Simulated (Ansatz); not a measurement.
CoPt (CuAu type, space group P4/mmm)

```xyz
2
Lattice="2.6948 0.0000 0.0000 0.0000 2.6948 0.0000 0.0000 0.0000 3.7242" Properties=species:S:1:pos:R:3 pbc="T T T"
Co     1.3474     1.3474     1.8621
Pt     0.0000     0.0000     0.0000
```

This relaxed cell (volume V₀) is scaled evenly in all directions, its shape held. Symmetry pins the atoms to their sites.

Calculation: PBE (plane waves to 420 eV, PAW, scalar-relativistic; Ansatz, a first-principles code). k mesh 17×17×13 (Γ-centred), Fermi-Dirac smearing 0.05 eV. The energy includes the smearing's −TS. Stress and pressure are positive under compression. With the shape held, the modulus is that of even scaling; a crystal free to change shape is softer. CoPt was relaxed with its symmetry unable to fall. Relaxed CoPt ends ferromagnetic. Spin-orbit coupling is left out, though Pt is heavy. Other magnetic orders were not checked, so this need not be the ground state. ΔE is measured from the relaxed starting cell. The last digit holds for this mesh only.

```
V (Å³/atom)  ΔE (meV/atom)
-----------  -------------
12.711                37.8
12.914                20.6
13.117                 8.9
13.320                 2.1
13.523                 0.0
13.726                 2.0
13.929                 7.8
14.131                17.0
14.334            withheld
```

Problem. Fit a third-order Birch-Murnaghan form (E₀, V₀, B₀, B₀′ free) to the given rows and predict ΔE at V = 14.334.

Solution. Least squares on the 8 given rows: ΔE = E₀ + (9V₀B₀/16)·y²·[2 + (B₀′ − 4)y], y = (V₀/V)^(2/3) − 1, with V₀ = 13.524 Å³/atom, B₀ = 218.7 GPa (160.2 GPa = 1 eV/Å³; the term in eV is multiplied by 1000), B₀′ = 5.12, E₀ = -0.01 meV/atom; root-mean-square residual 0.03 meV/atom. At 14.334 the fit gives 29.4 meV/atom; the calculation gives 29.4 meV/atom, the same to the digits shown. For the pressure the fit gives -11.0 GPa against the computed -10.9 GPa.

(Under strain, the slope of the energy per volume gives the stress and its curvature an elastic modulus.)
